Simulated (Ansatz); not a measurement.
**LaAlO3 (model structure, started from the R-3c-perovskite type, R-3c, No. 167, 10 atoms in the cell)**

Calculation: PBEsol (PAW; Ansatz, a quantum-chemistry and plane-wave program).

Run with plane-wave cutoff 520 eV, 8×8×8 k mesh, Fermi–Dirac smearing 0.01 eV, scalar-relativistic PAW data made under PBE.

Cell (relaxed at this level):

AlLaO3 is modelled in the trigonal space group R-3c, hexagonal axes (No. 167), Pearson symbol hR10. Conventional cell: a = b = 5.3528 Å, c = 13.0481 Å, α = β = 90.00°, γ = 120.00°. La on 6a is surrounded by 3 O at 2.485 Å and 6 O at 2.675 Å and 3 O at 2.868 Å. Al on 6b is surrounded by 6 O at 1.899 Å (octahedral). O on 18e is surrounded by 2 Al at 1.899 Å and 1 La at 2.485 Å and 2 La at 2.675 Å and 1 La at 2.868 Å (octahedral). (Neighbours: up to the widest gap in distance over summed covalent radii, below 1.35, at either atom; cation-cation and far metal-metal contacts left out.)
(The calculation used a cell of 10 atoms; values per cell refer to that cell.)

| Item | Result |
|---|---|
| band gap | 3.94 eV (on the SCF k mesh) |
| bulk modulus | 195 GPa |

Note: the bulk modulus is −V dP/dV from two relaxed cells at ±2 % in volume.

Spin–orbit coupling is not included.

Computed values are for the static lattice.

It cost very roughly 2.5 core-minutes of CPU time.

A model structure was made by putting elements into a prototype or built by hand; here it ended with the formula and space group of a phase in our tables.
